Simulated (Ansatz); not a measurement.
# Ag under changes of volume

One of the cells (17.048 Å³/atom); the others are scaled copies at fixed shape and fractional positions:

```xyz
1
Lattice="0.0000 2.0427 2.0427 2.0427 0.0000 2.0427 2.0427 2.0427 0.0000" Properties=species:S:1:pos:R:3 pbc="T T T"
Ag    0.0000    0.0000    0.0000
```

```yaml
Program: Ansatz 0.2.0
Functional: HSE06
Potentials_or_basis: Ansatz PAW
Cutoff: "420 eV (not typed: the program's choice for these potentials)"
k_mesh: 6 × 6 × 6
Occupations: fermi-dirac, width 0.05 eV
Spin: no spin polarisation
```

```tsv
volume (Å³/atom)	energy over the lowest point (meV/atom)	pressure (GPa)
16.025	67.53	12.9
16.366	43.35	9.8
16.707	?	?
17.048	13.10	4.7
17.389	5.40	2.7
17.730	1.42	1.1
18.071	0.00	-0.2
```

Task: What does the run at 16.707 Å³/atom give?

Result: Energy over the lowest point 25.47 meV/atom; pressure 7.1 GPa.

Worked out: A Birch-Murnaghan fit of order 3 (a polynomial in V^(-2/3)) to the other rows has its minimum at 18.06 Å³/atom with B0 = V·E''(V) = 58 GPa (rough, since the energies scatter). It gives 25.50 meV/atom at 16.707 Å³/atom, against the run's 25.47, and -dE/dV = 7.0 GPa, against 7.1.

Energies are extrapolated to zero smearing.

Caveats: all runs use coarse meshes; the PAW data sets come from PBE, with cores solved anew for the run's functional, which leaves a small shift of forces and pressure; the thresholds are loose for stress.
